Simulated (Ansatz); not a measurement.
# BaTe: a single-point run

Wanted: a converged single-point run for BaTe, and a check of what comes out. The structure is shown as the input types it.

Computed with Ansatz 0.2.0 (density functional or hybrid calculation with the settings of its input, plane waves (as first typed), unless a step's input says otherwise).

7 further runs of the same task are left out: 7 that didn't finish.

## Step 1: The system as given

Symmetry: Fm-3m, No. 225, cubic system. Conventional cell: a = 7.065 Å, b = 7.065 Å, c = 7.065 Å, α = 90.00°, β = 90.00°, γ = 90.00°. Around Ba (site symmetry m-3m) lie 6 Te at 3.53 Å. Te (site symmetry m-3m) has 6 Ba at 3.53 Å as nearest neighbours.

Structure file:

```cif
data_structure
_symmetry_space_group_name_H-M 'Fm-3m'
_symmetry_Int_Tables_number 225
_cell_length_a 7.0648
_cell_length_b 7.0648
_cell_length_c 7.0648
_cell_angle_alpha 90.000
_cell_angle_beta 90.000
_cell_angle_gamma 90.000
_cell_volume 352.61
loop_
_atom_site_label
_atom_site_type_symbol
_atom_site_symmetry_multiplicity
_atom_site_Wyckoff_symbol
_atom_site_fract_x
_atom_site_fract_y
_atom_site_fract_z
_atom_site_occupancy
Ba1 Ba 4 a 0.00000 0.00000 0.00000 1
Te1 Te 4 b 0.50000 0.00000 0.00000 1
```

## Step 2: The run

input.yaml

```yaml
crystal:
  lattice:
    - [0.0, 3.5323868436, 3.5323868436]
    - [3.5323868436, 0.0, 3.5323868436]
    - [3.5323868436, 3.5323868436, 0.0]
  atoms:
    - { symbol: Ba, position: [0.0, 0.0, 0.0] }
    - { symbol: Te, position: [0.5, 0.5, 0.5] }
kpoints:
  mp_grid: { grid: [2, 4, 6] }
hamiltonian:
  xc: hse06
scf:
  occupations: { method: fixed }
  n_extra_bands: 4
output:
  forces: true
  stress: true
  eigenvalues: true
```

Command:

```bash
ansatz run input.yaml --threads 4 --pin off --max-ram 3686MiB --backend cpu --events-out ev --progress --plain --runs-dir out
```

What happens when this is run?

The program finished normally, with warnings (stress exchange threshold loose, stress scf threshold loose, symmetry narrowed by mesh). Its log warns: «crystal.symmetry: narrowed to the stabiliser of the k-point mesh — unitary ops 48 → 4; excluded 44 operations that carry a point of the 2×4×6 mesh (shift [0, 0 ...»

In the input, kpoints.mp_grid.grid is [2, 4, 6]. The mesh has lower symmetry than the crystal, so equivalent directions are sampled differently.

The test: set kpoints.mp_grid.grid to [4, 4, 4].
